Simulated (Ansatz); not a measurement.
HfO2:

```
CELL_PARAMETERS angstrom
5.55640 0.00000 0.00000
0.00000 3.33360 0.00000
0.00000 0.00000 6.50500
ATOMIC_POSITIONS crystal
Hf 0.74868 0.75000 0.60787
Hf 0.25132 0.25000 0.39213
Hf 0.24868 0.75000 0.89213
Hf 0.75132 0.25000 0.10787
O 0.63950 0.25000 0.42340
O 0.36050 0.75000 0.57660
O 0.13950 0.25000 0.07660
O 0.86050 0.75000 0.92340
O 0.52079 0.25000 0.84145
O 0.47921 0.75000 0.15855
O 0.02079 0.25000 0.65855
O 0.97921 0.75000 0.34145
```

Measurements of this composition are mostly on another form, of space group No. 14.

| Quantity | Value |
| --- | --- |
| Program | Ansatz 0.2.0 |
| Task | relaxation of cell and atoms |
| Functional | PBEsol |
| Dispersion | D3(BJ) |
| Potentials or basis | Ansatz PAW |
| Cutoff | 420 eV (not typed: the program's choice for these potentials) |
| k mesh | 5 × 8 × 4 |
| Occupations | fermi-dirac, width 0.05 eV |
| Spin | no spin polarisation |

At the start: volume 10.04 Å³/atom.

Problem. How do energy, volume and symmetry change on relaxing?

Solution. It ends after 11 steps and the volume is 9.63 Å³/atom (-4.1 %); space group Pnma (No. 62, to 0.05 Å).

The path:
| step | energy change (eV) | largest force (eV/Å) | volume (Å³) |
| --- | --- | --- | --- |
| 1 | 0.0000 | 0.0213 | 120.49 |
| 2 | -0.1539 | 0.3585 | 114.75 |
| 3 | -0.1727 | 0.1458 | 115.98 |
| 4 | -0.1798 | 0.0969 | 115.64 |
| 5 | -0.1827 | 0.0247 | 115.77 |
| 6 | -0.1832 | 0.0074 | 115.74 |
| 7 | -0.1832 | 0.0005 | 115.74 |
| 8 | -0.1592 | 0.0013 | 115.74 |
| 9 | -0.1605 | 0.0016 | 115.56 |
| 10 | -0.1604 | 0.0005 | 115.57 |
| 11 | -0.1596 | 0.0004 | 115.57 |

Final structure:
```cif
data_structure
_symmetry_space_group_name_H-M 'P 1'
_symmetry_Int_Tables_number 1
_cell_length_a 5.5034
_cell_length_b 3.2706
_cell_length_c 6.4209
_cell_angle_alpha 90.000
_cell_angle_beta 90.000
_cell_angle_gamma 90.000
_cell_volume 115.57
loop_
_atom_site_label
_atom_site_type_symbol
_atom_site_fract_x
_atom_site_fract_y
_atom_site_fract_z
_atom_site_occupancy
Hf1 Hf 0.74602 0.75000 0.61292 1
Hf2 Hf 0.25398 0.25000 0.38708 1
Hf3 Hf 0.24602 0.75000 0.88708 1
Hf4 Hf 0.75398 0.25000 0.11292 1
O1 O 0.64084 0.25000 0.42639 1
O2 O 0.35916 0.75000 0.57361 1
O3 O 0.14084 0.25000 0.07361 1
O4 O 0.85916 0.75000 0.92639 1
O5 O 0.52484 0.25000 0.83826 1
O6 O 0.47516 0.75000 0.16174 1
O7 O 0.02484 0.25000 0.66174 1
O8 O 0.97516 0.75000 0.33826 1
```

Caveat: the plane-wave basis is chosen anew once the cell has moved, so the energies of steps on either side of that aren't comparable; the pressure holds a Pulay correction of +1.0 GPa for the finite cutoff; the PAW data sets come from PBE, with cores solved anew for the run's functional, which leaves a small shift of forces and pressure.
